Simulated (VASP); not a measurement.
# LiH in VASP: how settings move the r2SCAN relaxation

Aim: see what changed inputs do to the r2SCAN relaxation of LiH built on the zincblende prototype. This is a trial cell built on a prototype, not taken from a measured structure, and it needn't be the compound's ground state.

The runs shown are made with VASP 6.6.1. PAW datasets, plane waves. Spin-unpolarised (in the reference). Whether this structure exists isn't addressed.

### 1 The cell

The cell comes from an earlier relaxation with PBE in another program. Some of the altered inputs switch spin polarisation on.

It is cubic, F-43m (No. 216); a = 4.287 Å in the conventional setting, 9.85 Å³ an atom. Li has 4 H at 1.86 Å; H has 4 Li at 1.86 Å.

The structure in full:

```cif
data_structure
_symmetry_space_group_name_H-M 'P 1'
_symmetry_Int_Tables_number 1
_cell_length_a 3.0311
_cell_length_b 3.0311
_cell_length_c 3.0311
_cell_angle_alpha 60.000
_cell_angle_beta 60.000
_cell_angle_gamma 60.000
_cell_volume 19.69
loop_
_atom_site_label
_atom_site_type_symbol
_atom_site_fract_x
_atom_site_fract_y
_atom_site_fract_z
_atom_site_occupancy
Li1 Li 0.00000 0.00000 0.00000 1
H1 H 0.25000 0.25000 0.25000 1
```

### 2 Reference

Input file INCAR:

```
ENCUT = 600.000000
SIGMA = 0.020000
EDIFF = 1.00e-07
EDIFFG = -5.00e-03
ALGO = Normal
METAGGA = R2SCAN
PREC = Accurate
IBRION = 2
ISIF = 3
ISMEAR = -1
NBANDS = 9
NELM = 120
NSW = 40
LASPH = .TRUE.
LCHARG = .FALSE.
LWAVE = .FALSE.
LREAL = .FALSE.
```

Input file KPOINTS:

```
KPOINTS created by Atomic Simulation Environment
0
Gamma
10 10 10
0 0 0
```

Input file POSCAR:

```
Li H
 1.0000000000000000
    -0.0000000000000000    2.1433374631220659    2.1433374631220659
     2.1433374631220659    0.0000000000000000    2.1433374631220659
     2.1433374631220659    2.1433374631220659    0.0000000000000000
 Li  H
   1   1
Cartesian
 -0.0000000000000000  0.0000000000000000 -0.0000000000000000
  1.0716687315610327  1.0716687315610327  1.0716687315610327
```

Potentials: the recommended PBE PAW datasets, 4 valence electrons.

On the command line:

```console
$ mpirun -np 1 vasp_std
```

### 3 Variant 1

Changes to INCAR since step 2:

```diff
@@ -5,3 +5,2 @@
 ALGO = Normal
-METAGGA = R2SCAN
 PREC = Accurate
@@ -11,3 +10,2 @@
 NBANDS = 9
-NELM = 120
 NSW = 40
@@ -17 +15,5 @@
 LREAL = .FALSE.
+GGA = PE
+ISPIN = 2
+MAGMOM = 0.5 0.5
+NELM = 99
```

KPOINTS is that of step 2.

POSCAR is that of step 2.

### 4 Variant 2

Changes to INCAR since step 2:

```diff
@@ -3,3 +3,2 @@
 EDIFF = 1.00e-07
-EDIFFG = -5.00e-03
 ALGO = Normal
@@ -7,3 +6,2 @@
 PREC = Accurate
-IBRION = 2
 ISIF = 3
@@ -17 +15,5 @@
 LREAL = .FALSE.
+EDIFFG = -0.01
+PSTRESS = 10
+IBRION = 1
+POTIM = 0.2
```

KPOINTS is that of step 2.

POSCAR is that of step 2.

Before running it: what results should come out? Wanted: for each run, changed; ending; energy change; volume; electronic steps; usable.

**Answer**, as computed:

| run | changed | ending | energy change (meV/atom) | volume (Å³/atom) | electronic steps | time | usable |
| --- | --- | --- | --- | --- | --- | --- | --- |
| ref. | – | converged | 0 | 9.846 | 13 | 11 s | yes |
| 1 | GGA = PE, ISPIN = 2, MAGMOM = 0.5 0.5, NELM = 99 | converged | – | 9.801 | 25 | 11 s | yes |
| 2 | EDIFFG = -0.01, PSTRESS = 10, IBRION = 1, POTIM = 0.2 | converged | – | 9.526 | 33 | 27 s | yes |

**Reading.** Of 2 altered inputs, 2 gave usable results.
